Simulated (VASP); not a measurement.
# Rh in VASP: work function with PBE

Aim: the work function of Rh with PBE.

All numbers are computed with VASP 6.6.1; they aren't measurements. Logs are shortened: lines on timing, memory, paths and dates and some standing lists are left out, and cuts for length are marked.

## (1) The structure

The cell holds a slab with vacuum, 4 atoms: a = 2.719 Å, b = 2.719 Å, c = 27.376 Å, α = 90.00°, β = 90.00°, γ = 120.00°.

The cell was built by a generator and needn't be a form met in nature.

## (2) Work function, PBE

File INCAR:

```
PREC = Accurate
ENCUT = 520
EDIFF = 1E-6
ISMEAR = 1
SIGMA = 0.1
LREAL = False
LASPH = True
NELM = 100
ALGO = Normal
ISIF = 2
LWAVE = False
LCHARG = True
LDIPOL = True
IDIPOL = 3
DIPOL = 0.5 0.5 0.500
GGA = PE
LELF = True
LVHAR = True
LVACPOTAV = True
```

File KPOINTS:

```
Automatic mesh
0
Gamma
  14 14 1
```

File POSCAR:

```
Rh                                      
1.0
    2.7193470000      0.0000000000      0.0000000000
   -1.3596735000      2.3550235400      0.0000000000
    0.0000000000      0.0000000000     27.3762814600
  Rh            
     4
Direct
     0.3333340000000007    0.6666659999999993    0.3812805859614600
     0.0000000000000000    0.0000000000000000    0.4603389317153020
     0.6666669999999968    0.3333330000000032    0.5396610682846980
     0.3333340000000007    0.6666659999999993    0.6187194140385399
```

Potentials or basis: VASP PAW PBE potentials, release 64 (Rh_pv).

On the command line:

```
cat potpaw_PBE.64/Rh_pv/POTCAR > POTCAR
mpirun -np 1 vasp_std > vasp.out
```

OUTCAR:

```text
PREC = Accurate
   ENCUT = 520
   EDIFF = 1E-6
   ISMEAR = 1
   LREAL = False
   LASPH = True
   NELM = 100
   ISIF = 2
   GGA = PE

 ion  position               nearest neighbor table
   1  0.333  0.667  0.381-   2 2.67   2 2.67   2 2.67
   2  0.000  0.000  0.460-   1 2.67   1 2.67   1 2.67   3 2.68   3 2.68   3 2.68
   3  0.667  0.333  0.540-   4 2.67   4 2.67   4 2.67   2 2.68   2 2.68   2 2.68
   4  0.333  0.667  0.619-   3 2.67   3 2.67   3 2.67

  LATTYP: Found a hexagonal cell.
 ALAT       =     2.7193470000
 C/A-ratio  =    10.0672262348

  Lattice vectors:

 A1 = (   2.7193470000,   0.0000000000,   0.0000000000)
 A2 = (  -1.3596735000,   2.3550235400,   0.0000000000)
 A3 = (   0.0000000000,   0.0000000000,  27.3762814600)

Analysis of symmetry for initial positions (statically):
=====================================================================
 Subroutine PRICEL returns:
 Original cell was already a primitive cell.

 Routine SETGRP: Setting up the symmetry group for a
 hexagonal supercell.

 Subroutine GETGRP returns: Found 12 space group operations
 (whereof  6 operations were pure point group operations)
 out of a pool of 24 trial point group operations.

The static configuration has the point symmetry C_3v.
 The point group associated with its full space group is D_3d.

Analysis of symmetry for dynamics (positions and initial velocities):
=====================================================================
 Subroutine PRICEL returns:
 Original cell was already a primitive cell.

 Routine SETGRP: Setting up the symmetry group for a
 hexagonal supercell.

 Subroutine GETGRP returns: Found 12 space group operations
 (whereof  6 operations were pure point group operations)
 out of a pool of 24 trial point group operations.

The dynamic configuration has the point symmetry C_3v.
 The point group associated with its full space group is D_3d.

 Subroutine INISYM returns: Found 12 space group operations
 (whereof  6 operations are pure point group operations),
 and found     1 'primitive' translations

----------------------------------------------------------------------------------------

                                     Primitive cell

  volume of cell :     175.3212

  direct lattice vectors                    reciprocal lattice vectors
     2.719347000  0.000000000  0.000000000     0.367735342  0.212312103  0.000000000
    -1.359673500  2.355023540  0.000000000     0.000000000  0.424624206  0.000000000
     0.000000000  0.000000000 27.376281460     0.000000000  0.000000000  0.036527970

  length of vectors
     2.719347000  2.719346962 27.376281460     0.424624200  0.424624206  0.036527970

  position of ions in fractional coordinates (direct lattice)
     0.333334000  0.666666000  0.381280586
     0.000000000  0.000000000  0.460338932
     0.666667000  0.333333000  0.539661068
     0.333334000  0.666666000  0.618719414

  ion indices of the primitive-cell ions
   primitive index   ion index
                 1           1
                 2           2
                 3           3
                 4           4

----------------------------------------------------------------------------------------

 KPOINTS: Automatic mesh

Automatic generation of k-mesh.
 Grid dimensions read from file:
 generate k-points for:   14   14    1

 Generating k-lattice:

  Cartesian coordinates                     Fractional coordinates (reciprocal lattice)
     0.026266810  0.015165150  0.000000000     0.071428571  0.000000000  0.000000000
     0.000000000  0.030330300  0.000000000     0.000000000  0.071428571  0.000000000
     0.000000000  0.000000000  0.036527970     0.000000000  0.000000000  1.000000000

  Length of vectors
     0.030330300  0.030330300  0.036527970

  Shift w.r.t. Gamma in fractional coordinates (k-lattice)
     0.000000000  0.000000000  0.000000000

 Subroutine IBZKPT returns following result:
 ===========================================

 Found     24 irreducible k-points:

 Following reciprocal coordinates:
            Coordinates               Weight
  0.000000  0.000000  0.000000      1.000000
  0.071429  0.000000  0.000000      6.000000
  0.142857  0.000000  0.000000      6.000000
  0.214286  0.000000  0.000000      6.000000
  0.285714  0.000000  0.000000      6.000000
  0.357143  0.000000  0.000000      6.000000
[... 16 lines left out ...]
  0.285714  0.285714  0.000000      6.000000
  0.357143  0.285714  0.000000      6.000000
   k-points           NKPTS =     24   k-points in BZ     NKDIM =     24   number of bands    NBANDS=     36
   number of dos      NEDOS =    301   number of ions     NIONS =      4
   total plane-waves  NPLWV =  84000
   dimension x,y,z NGX =    20 NGY =   20 NGZ =  210
   dimension x,y,z NGXF=    40 NGYF=   40 NGZF=  420
   ions per type =               4
   NGX,Y,Z   is equivalent  to a cutoff of  12.23, 12.23, 12.75 a.u.
   NGXF,Y,Z  is equivalent  to a cutoff of  24.45, 24.45, 25.51 a.u.
 SYSTEM =  unknown system
   PREC   = accura    normal or accurate (medium, high low for compatibility)
   ISTART =      0    job   : 0-new  1-cont  2-samecut
   ICHARG =      2    charge: 1-file 2-atom 10-const
   ISPIN  =      1    spin polarized calculation?
   LNONCOLLINEAR =      F non collinear calculations
   LSORBIT =      F    spin-orbit coupling
   LASPH  =      T    aspherical Exc in radial PAW
   ENCUT  =  520.0 eV  38.22 Ry    6.18 a.u.   5.06  5.06 50.90*2*pi/ulx,y,z
   NELM   =    100;   NELMIN=  2; NELMDL= -5     # of ELM steps
   EDIFF  = 0.1E-05   stopping-criterion for ELM
   LREAL  =      F    real-space projection
   EDIFFG = 0.1E-04   stopping-criterion for IOM
   NSW    =      0    number of steps for IOM
   IBRION =     -1    ionic relax: 0-MD 1-quasi-New 2-CG
   NFREE  =      0    steps in history (QN), initial steepest desc. (CG)
   ISIF   =      2    stress and relaxation
   ISYM   =      2    0-nonsym 1-usesym 2-fastsym
   POTIM  = 0.5000    time-step for ionic-motion
   TEBEG  =    0.0;   TEEND  =   0.0 temperature during run
   PSTRESS=    0.0 pullay stress
   NELECT =      60.0000    total number of electrons
   NUPDOWN=      -1.0000    fix difference up-down
   EMIN   =  10.00;   EMAX   =-10.00  energy-range for DOS
   EFERMI =   0.00;   METHOD = LEGACY
   ISMEAR =     1;   SIGMA  =   0.10  broadening in eV -4-tet -1-fermi 0-gaus
   EFERMI_NEDOS =   21; number of points for ismear=-14 and -15
   IALGO  =     38    algorithm
   IMIX   =      4    mixing-type and parameters
     AMIX     =   0.40;   BMIX     =  1.00
     AMIX_MAG =   1.60;   BMIX_MAG =  1.00
  volume/ion in A,a.u.               =      43.83       295.78
  Fermi-wavevector in a.u.,A,eV,Ry     =   1.145110  2.163944 17.841000  1.311276
  Thomas-Fermi vector in A             =   2.281799
   LORBIT       =      0    0 simple, 1 ext, 2 COOP (PROOUT), +10 PAW based schemes
   GGA     = PE    functional components
   LHFCALC =     F    Hartree Fock is set to
   AEXX    =    0.0000 exact exchange contribution
   IVDW    =     0    specifies the selected vdW correction
   LEPSILON=     F    determine dielectric tensor
   LRPA    =     F    only Hartree local field effects (RPA)
 non-spin polarized calculation
 Methfessel and Paxton  Order N= 1 SIGMA  =   0.10
  energy-cutoff  :      520.00
  volume of cell :      175.32
 maximum number of plane-waves:      4763
   NGX = 11   NGY = 11   NGZ =101

 dipolmoment           0.000000      0.000000     -0.000000 electrons x Angstroem

 number of electron      60.0000001 magnetization

 dipolmoment           0.000000      0.000000      0.000001 electrons x Angstroem

 Free energy of the ion-electron system (eV)
  ---------------------------------------------------
  ext. energy  EPLUGINS =         0.00000000
  ---------------------------------------------------
  free energy    TOTEN  =       -27.41779273 eV

  energy without entropy =      -27.41583541  energy(sigma->0) =      -27.41714029

 E-fermi :   0.1916     XC(G=0):  -5.1460

 val. band max:        0.1915655124   @ k =   0.2143   0.0000   0.0000
 cond. band min:       0.1921184304   @ k =   0.1429   0.0000   0.0000
 fundamental gap:      0.0005529181
 Fermi energy:         0.1915776768

 k-point     1 :       0.0000    0.0000    0.0000
  band No.  band energies     occupation
      1     -46.8414      2.00000
      2     -46.4976      2.00000
      3     -46.2755      2.00000
      4     -46.2755      2.00000
      5     -46.2204      2.00000
      6     -46.2204      2.00000
[... 28 lines left out ...]
     35       0.6919     -0.00000
     36       0.6919     -0.00000

 k-point     2 :       0.0714    0.0000    0.0000
  band No.  band energies     occupation
      1     -46.8336      2.00000
      2     -46.5005      2.00000
      3     -46.2968      2.00000
      4     -46.2828      2.00000
      5     -46.2474      2.00000
      6     -46.2255      2.00000
[... 28 lines left out ...]
     35       0.7025     -0.00000
     36       1.1915     -0.00000

 k-point     3 :       0.1429    0.0000    0.0000
  band No.  band energies     occupation
      1     -46.8120      2.00000
      2     -46.5146      2.00000
      3     -46.3524      2.00000
      4     -46.3188      2.00000
      5     -46.3029      2.00000
      6     -46.2398      2.00000
[... 28 lines left out ...]
     35       0.7296     -0.00000
     36       2.1305     -0.00000

 k-point     4 :       0.2143    0.0000    0.0000
  band No.  band energies     occupation
      1     -46.7819      2.00000
      2     -46.5587      2.00000
      3     -46.4294      2.00000
      4     -46.3977      2.00000
      5     -46.3314      2.00000
      6     -46.2608      2.00000
[... 28 lines left out ...]
     35       1.0194     -0.00000
     36       3.0958      0.00000

 k-point     5 :       0.2857    0.0000    0.0000
  band No.  band energies     occupation
      1     -46.7552      2.00000
      2     -46.6405      2.00000
      3     -46.5216      2.00000
      4     -46.4391      2.00000
      5     -46.3624      2.00000
      6     -46.2845      2.00000
[... 655 lines left out ...]
 k-point    22 :       0.3571    0.2143    0.0000
  band No.  band energies     occupation
      1     -46.7521      2.00000
      2     -46.7314      2.00000
      3     -46.5890      2.00000
      4     -46.5435      2.00000
      5     -46.4601      2.00000
      6     -46.4415      2.00000
[... 28 lines left out ...]
     35       6.2406      0.00000
     36       7.0322      0.00000

 k-point    23 :       0.2857    0.2857    0.0000
  band No.  band energies     occupation
      1     -46.7293      2.00000
      2     -46.7053      2.00000
      3     -46.6250      2.00000
      4     -46.5262      2.00000
      5     -46.4894      2.00000
      6     -46.4519      2.00000
[... 28 lines left out ...]
     35       6.7355      0.00000
     36       8.1562      0.00000

 k-point    24 :       0.3571    0.2857    0.0000
  band No.  band energies     occupation
      1     -46.7118      2.00000
      2     -46.7017      2.00000
      3     -46.6411      2.00000
      4     -46.5495      2.00000
      5     -46.4837      2.00000
      6     -46.4717      2.00000
[... 28 lines left out ...]
     35       7.2028      0.00000
     36       7.8454      0.00000

------------------------ aborting loop because EDIFF is reached ----------------------------------------

  FORCE on cell =-STRESS in cart. coord.  units (eV):
  Direction    XX          YY          ZZ          XY          YZ          ZX
  --------------------------------------------------------------------------------------
  -------------------------------------------------------------------------------------
  Total       -2.5935196     -2.5935195     -0.1146259      0.0000000      0.0000000      0.0000000
  in kB      -23.7009511    -23.7009502     -1.0475118      0.0000000      0.0000000      0.0000000
  external PRESSURE =     -16.1498044 kB  Pullay stress =       0.0000000 kB

 VOLUME and BASIS-vectors are now :
 -----------------------------------------------------------------------------
  energy-cutoff  :      520.00
  volume of cell :      175.32
      direct lattice vectors                 reciprocal lattice vectors
     2.719347000  0.000000000  0.000000000     0.367735342  0.212312103  0.000000000
    -1.359673500  2.355023540  0.000000000     0.000000000  0.424624206  0.000000000
     0.000000000  0.000000000 27.376281460     0.000000000  0.000000000  0.036527970

 POSITION                                       TOTAL-FORCE (eV/Angst)
 -----------------------------------------------------------------------------------
      0.00000      1.57001     10.43804        -0.000000      0.000000      0.017380
      0.00000      0.00000     12.60237         0.000000     -0.000000     -0.012294
      1.35967      0.78501     14.77391        -0.000000      0.000000      0.012294
      0.00000      1.57001     16.93824         0.000000     -0.000000     -0.017380
 -----------------------------------------------------------------------------------
    total drift:                               -0.007007      0.004046      0.000323

  FREE ENERGIE OF THE ION-ELECTRON SYSTEM (eV)
  ---------------------------------------------------
  free  energy   TOTEN  =       -27.4177927317 eV

  energy  without entropy=      -27.4158354098  energy(sigma->0) =      -27.41714029

 vacuum level on the upper side and lower side of the slab         5.346         5.346
```

Run time: 3.4 min. Hardware: 1 thread of Intel Xeon Platinum 8488C (Sapphire Rapids), shared host; peak memory 0.32 GiB.

What came out:

* Free energy: -27.4178 eV
* Largest force: 0.017 eV/Å
* Band gap on the k mesh: none (metal or under the smearing width)
* Work function of the upper face: 5.15 eV
* Work function of the lower face: 5.15 eV

Forces in eV/Å, atoms in the order of the input:
```
Rh   0.000  0.000  0.017
Rh   0.000  0.000 -0.012
Rh   0.000  0.000  0.012
Rh   0.000  0.000 -0.017
```
